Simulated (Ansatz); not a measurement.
Starting structure of a cell relaxation (symmetry kept):

```cif
data_structure
_symmetry_space_group_name_H-M 'P 1'
_symmetry_Int_Tables_number 1
_cell_length_a 6.2930
_cell_length_b 6.2930
_cell_length_c 5.7981
_cell_angle_alpha 103.414
_cell_angle_beta 103.414
_cell_angle_gamma 27.928
_cell_volume 104.42
loop_
_atom_site_label
_atom_site_type_symbol
_atom_site_fract_x
_atom_site_fract_y
_atom_site_fract_z
_atom_site_occupancy
Ga1 Ga 0.09050 0.09050 0.79460 1
Ga2 Ga 0.90950 0.90950 0.20540 1
Ga3 Ga 0.65866 0.65866 0.31402 1
Ga4 Ga 0.34134 0.34134 0.68598 1
O1 O 0.16450 0.16450 0.10980 1
O2 O 0.83550 0.83550 0.89020 1
O3 O 0.17330 0.17330 0.56320 1
O4 O 0.82670 0.82670 0.43680 1
O5 O 0.49590 0.49590 0.25660 1
O6 O 0.50410 0.50410 0.74340 1
```

All numbers below come from DFT r2SCAN, scalar-relativistic, plane waves, PAW in Ansatz.

Plane waves to 500 eV, a k mesh through Γ of 8×8×4 on the computed 10-atom cell and Gaussian smearing (0.02 eV); no spin polarisation.

What does it relax to?

The volume rises by 0.06 Å³/atom to 10.50 Å³/atom, and the energy falls by 0.4 meV/atom. Final structure:
```
Ga O
1.0
     6.12784   -1.51953    0.00253
     6.12784    1.51953    0.00253
    -1.38838    0.00000    5.63998
Ga O
4 6
Direct
  0.09052 0.09052 0.79479
  0.90948 0.90948 0.20521
  0.65873 0.65873 0.31448
  0.34127 0.34127 0.68552
  0.16421 0.16421 0.10916
  0.83579 0.83579 0.89084
  0.17334 0.17334 0.56352
  0.82666 0.82666 0.43648
  0.49629 0.49629 0.25624
  0.50371 0.50371 0.74376
```

Cost: 1 run of about 7.9 core-minutes, on Arm Neoverse V1 (shared hosts).